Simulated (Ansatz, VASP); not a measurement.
**TePb, level by level in two programs**

```
Pb Te
1.0
     0.00000    3.29437    3.29437
     3.29437    0.00000    3.29437
     3.29437    3.29437    0.00000
Pb Te
1 1
Direct
  0.00000 0.00000 0.00000
  0.50000 0.50000 0.50000
```

Change from the starting cell: volume scaled by 1.06.

Single points on this cell with VASP 6.6.1 and Ansatz 0.2.0. Each row is one pair of runs. Alike in all rows: spin: off; k mesh: 7 × 7 × 7; smearing: fermi-dirac, width 0.05 eV; VASP's potentials, cutoff: VASP PAW PBE potentials, release 64 (Pb_d, Te), 520 eV.

```csv
level,"Ansatz's potentials, cutoff","gap on the k mesh at the Fermi level (eV), VASP","gap on the k mesh at the Fermi level (eV), Ansatz","least direct gap on the mesh (eV), VASP","least direct gap on the mesh (eV), Ansatz","pressure (GPa), VASP","pressure (GPa), Ansatz"
PBE,"Ansatz PAW, 420 eV",1.09,1.09,1.09,1.09,-0.4,-0.3
PBE,"SPMS NC, 680 eV",1.09,1.09,1.09,1.09,-0.4,-0.4
PBE,"Ansatz PAW earlier set, 640 eV",1.09,1.09,1.09,1.09,-0.4,-0.3
PBE,"JTH PAW, 1800 eV",1.09,1.08,1.09,1.08,-0.4,-0.4
PBE,"PseudoDojo standard (PBE files), 1120 eV",1.09,1.09,1.09,1.09,-0.4,-0.4
PBE,"Ansatz PAW polarizable, 420 eV",1.09,1.09,1.09,1.09,-0.4,-0.3
PBE,"Ansatz NC, 1120 eV",1.09,1.09,1.09,1.09,-0.4,-0.3
r2SCAN,"Ansatz PAW, 500 eV",1.36,?,1.36,?,-1.1,?
```

Task: Fill in what Ansatz gave in row 8.

Result: gap on the k mesh at the Fermi level (eV): 1.36; least direct gap on the mesh (eV): 1.36; pressure (GPa): -1.0.

Caveats: the PAW data sets were made with another functional, which shifts forces and pressure a little (VASP); the PAW data sets come from PBE, with cores solved anew for the run's functional, which leaves a small shift of forces and pressure (Ansatz).
